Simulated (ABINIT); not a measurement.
Runs of ABINIT 10.8.3 (patched build) on MoS2. It takes space group R3m (No. 160, trigonal). Conventional cell: a = 3.160 Å, b = 3.160 Å, c = 18.450 Å, α = 90.00°, β = 90.00°, γ = 120.00°. Around Mo (site symmetry 3m) lie 6 S at 2.39 Å. S (site symmetry 3m) is surrounded by 3 Mo at 2.39 Å. Around S (site symmetry 3m) lie 3 Mo at 2.39 Å. Measurements of this composition are mostly on another form, of space group No. 194.

```csv
task,level,potentials or basis,cell,k mesh,cutoff (eV),smearing,cell freedom (optcell),optimiser (ionmov),cutoff smearing ecutsm (Ha),force stop (Ha/bohr),bands in the sums,mesh quality,gap on the mesh (eV),pressure (GPa),largest force (eV/Å)
relaxation of cell and atoms,LDA,PseudoDojo NC SR LDA v0.4.1 standard,relaxed,8 × 8 × 8,1088,fermi-dirac 0.05 eV,2,2,0.5,2e-05,-,not flagged,(c),0.0,-
optical spectrum,LDA,PseudoDojo NC SR LDA v0.4 stringent,as given,12 × 12 × 12,980,fixed,-,-,-,-,21,not flagged,-,-2.5,0.09
single point,RPBE,SPMS NC PBE v1.0,as given,8 × 8 × 8,599,fermi-dirac 0.05 eV,-,-,-,-,-,not flagged,1.07,7.7,0.56
optical spectrum,PBE,PseudoDojo NC SR PBE v0.4.1 standard,as given,12 × 12 × 12,952,fixed,-,-,-,-,21,not flagged,-,5.1,0.53
single point,PBE,PseudoDojo NC SR PBE v0.4.1 standard,as given,8 × 8 × 8,952,fermi-dirac 0.05 eV,-,-,-,-,-,not flagged,1.03,5.1,0.53
single point,LDA,PseudoDojo NC SR LDA v0.4.1 standard,cell squeezed,8 × 8 × 8,1088,fermi-dirac 0.05 eV,-,-,-,-,-,not flagged,(b),12.9,1.68
single point,LDA,PseudoDojo NC SR LDA v0.4 stringent,as given,8 × 8 × 8,980,fermi-dirac 0.05 eV,-,-,-,-,-,not flagged,(a),-2.5,0.09
```

Alike in all rows: no spin polarisation.

Problem. Estimate the missing entries.

Solution. (a) 0.96; (b) 0.89; (c) 0.83.

Caveats: second-order spectra under a scissor shift are unreliable in this program (some runs); spectra need much finer meshes, so this one isn't converged (some runs); the scissor shift was typed, not computed (some runs); independent-particle spectra lack excitons (some runs); the potentials were made for another functional, which shifts forces and pressure (some runs).

A k mesh can miss the band edges, and the runs leave out spin-orbit coupling on Mo.
